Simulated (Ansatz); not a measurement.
W:

```
W
1.0
    -1.58234    1.58234    1.58234
     1.58234   -1.58234    1.58234
     1.58234    1.58234   -1.58234
W
1
Direct
  0.00000 0.00000 0.00000
```

| Property | Result |
| --- | --- |
| Program | Ansatz 0.2.0 |
| Task | single point |
| Functional | PBE |
| Potentials or basis | all-electron LAPW, scalar-relativistic |
| Cutoff | 286 eV (chosen from the basis error) |
| Basis error allowed | 0.001 eV/atom |
| k mesh | 12 × 12 × 12 |
| Occupations | fermi-dirac, width 0.05 eV |
| Spin | no spin polarisation |

On this cell: pressure 5.9 GPa; band gap on the k mesh none (metal or under the smearing width).

The same run follows on a disturbed copy (cell strained at random at fixed volume):

```
W
1.0
    -1.54480    1.61508    1.63102
     1.57115   -1.54525    1.58754
     1.54570    1.54614   -1.56120
W
1
Direct
  0.01093 0.00770 0.02297
```

Task: What does the disturbed cell give?

Result: The energy (extrapolated to zero smearing) moves by +23.0 meV/atom; pressure 6.1 GPa; band gap on the k mesh none (metal or under the smearing width).

Stress tensor (GPa, compression positive):
```
11.79  0.62 -2.15
 0.62  6.01 -6.27
-2.15 -6.27  0.58
```
